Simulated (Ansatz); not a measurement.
# CdS (Hawleyite): the cost of one run

Computed with Ansatz 0.2.0 (DFT, PBE, plane-wave PAW, default files, scalar-relativistic, unless a step's input says otherwise).

**1. The structure to begin with**

Symmetry: F-43m, No. 216, cubic system. Conventional cell: a = 5.833 Å, b = 5.833 Å, c = 5.833 Å, α = 90.00°, β = 90.00°, γ = 90.00°. Cd (site symmetry -43m) has 4 S at 2.53 Å as nearest neighbours. Around S (site symmetry -43m) lie 4 Cd at 2.53 Å.

As a file:

```
CELL_PARAMETERS angstrom
0.00000 2.91650 2.91650
2.91650 0.00000 2.91650
2.91650 2.91650 0.00000
ATOMIC_POSITIONS crystal
Cd 0.00000 0.00000 0.00000
S 0.25000 0.25000 0.25000
```

The earlier run gave: gap on the mesh 1.15 eV, largest force 0.000 eV/Å, pressure 2.8 GPa.

Like atoms gathered into sites:

```tsv
site	atoms	first shell	V_zz (10²¹ V/m²)	η	C_Q (MHz)
Cd	1	4 S at 2.53 Å	0.00	–	–
S	2	4 Cd at 2.53 Å	0.00	–	0 (³³S)
```

C_Q = eQV_zz/h, which is 24.18 MHz for Q = 1 b and V_zz = 10²¹ V/m²; η = (V_xx − V_yy)/V_zz. Quadrupole moments are those of Pyykkö's year-2017 table. A dash under C_Q marks elements without a common quadrupolar isotope.

**2. Z stretched by -2 %, ions relaxed**

The input, input.yaml:

```yaml
crystal:
  lattice:
    - [0.0, 2.9165, 2.85817]
    - [2.9165, 0.0, 2.85817]
    - [2.9165, 2.9165, 0.0]
  atoms:
    - { symbol: Cd, position: [0.0, 0.0, 0.0] }
    - { symbol: S, position: [0.25, 0.25, 0.25] }
kpoints:
  mp_grid: { grid: [13, 13, 13] }
scf:
  occupations: { method: fermi_dirac, width: 0.02 }
hamiltonian:
  xc: pbe
  pseudopotentials: { kind: paw }
output:
  forces: true
  stress: true
  populations: true
  efg: { quadrupole_moments_barn: { S: -0.0694 }, contact_densities: true }
relax:
  f_tol: 0.02
  max_steps: 60
```

Run with:

```sh
> ansatz run input.yaml --threads 1 --pin off --max-ram 3072MiB --backend cpu --events-out ev --progress --plain --runs-dir out
```

**Question.** How long does this run take on 1 thread of Intel Xeon Platinum 8375C at 2.90GHz (Ice Lake), shared host, and how much memory does it need?

About 11 s, with a peak of 0.58 GiB.
